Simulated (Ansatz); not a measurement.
Runs of Ansatz 0.2.0 on Si2Ni. The structure is cubic, space group Fm-3m (No. 225). The conventional cell has a = 5.406 Å, b = 5.406 Å, c = 5.406 Å, α = 90.00°, β = 90.00°, γ = 90.00°. Ni (site symmetry m-3m) has 8 Si at 2.34 Å as nearest neighbours. Si (site symmetry -43m) is surrounded by 4 Ni at 2.34 Å. 

```tsv
task	level	k mesh	cutoff (eV)	atoms under strain	points for each segment of the path	gap on the mesh (eV)	pressure (GPa)	moment (μB)	V0 of scaled cells (Å³/atom)	B0 (GPa)
phonons	PBEsol	8 × 8 × 8	420	-	-	none	-	0.00	-	-
equation of state	r2SCAN	9 × 9 × 9	500	-	-	-	-	-	(a)	153
equation of state	PBE	9 × 9 × 9	420	-	-	-	-	-	(b)	144
elastic constants	PBEsol	8 × 8 × 8	420	clamped	-	none	-1.6	0.00	-	-
band structure	PBE	9 × 9 × 9	420	-	14	none	3.8	0.00	-	-
```

Alike in all rows: potentials or basis Ansatz PAW; spin collinear, ferromagnetic start; cell as given; smearing fermi-dirac 0.05 eV.

**Question.** Fill in the values left out.

**Answer.** (a) 13.03; (b) 13.50.

Caveats: the PAW data sets come from PBE, with cores solved anew for the run's functional, which leaves a small shift of forces and pressure (some runs); the magnetic or orbital state may not be the lowest (some runs); the PAW data sets were made with another functional, which shifts forces and pressure a little (some runs); elastic constants of metals need much finer meshes, so these are rough (some runs); the starting moments weren't kept (some runs).

A gap of «none» marks a metal or a gap under the smearing width.
